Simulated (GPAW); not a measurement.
Crystal: HgSe.

```
CELL_PARAMETERS angstrom
0.00000 3.03900 3.03900
3.03900 0.00000 3.03900
3.03900 3.03900 0.00000
ATOMIC_POSITIONS crystal
Hg 0.00000 0.00000 0.00000
Se 0.75000 0.75000 0.75000
```

| Property | Result |
| --- | --- |
| Program | GPAW 26.7.0 |
| Task | relaxation of cell and atoms |
| Functional | PBE |
| Dispersion | D3(BJ) |
| Potentials or basis | GPAW PAW data sets (gpaw-data 1.2.1) |
| Cutoff | 600 eV |
| Basis | pw |
| k mesh | 8 × 8 × 8 |
| Occupations | fermi-dirac, width 0.05 eV |
| Spin | no spin polarisation |

At the start: pressure 2.9 GPa; volume 28.07 Å³/atom.

**Question.** How do energy, volume and symmetry change on relaxing?

**Answer.** Over 3 steps the energy falls by 13.0 meV/atom and the volume is 29.48 Å³/atom (+5.0 %); space group F-43m (No. 216, to 0.05 Å).

Step by step:
```
step  energy change (eV)  largest force (eV/Å)  pressure (GPa)  volume (Å³)
   1              0.0000                0.0000            2.89        56.13
   2             -0.0099                0.0000            2.23        56.75
   3             -0.0260                0.0000            0.15        58.96
```

Final structure:
```
Hg Se
1.0
     0.00000    3.08926    3.08926
     3.08926    0.00000    3.08926
     3.08926    3.08926    0.00000
Hg Se
1 1
Direct
  0.00000 0.00000 0.00000
  0.75000 0.75000 0.75000
```

Caveat: later steps reuse the first step's grids; pairwise dispersion overbinds metals, which lowers pressure and volume.
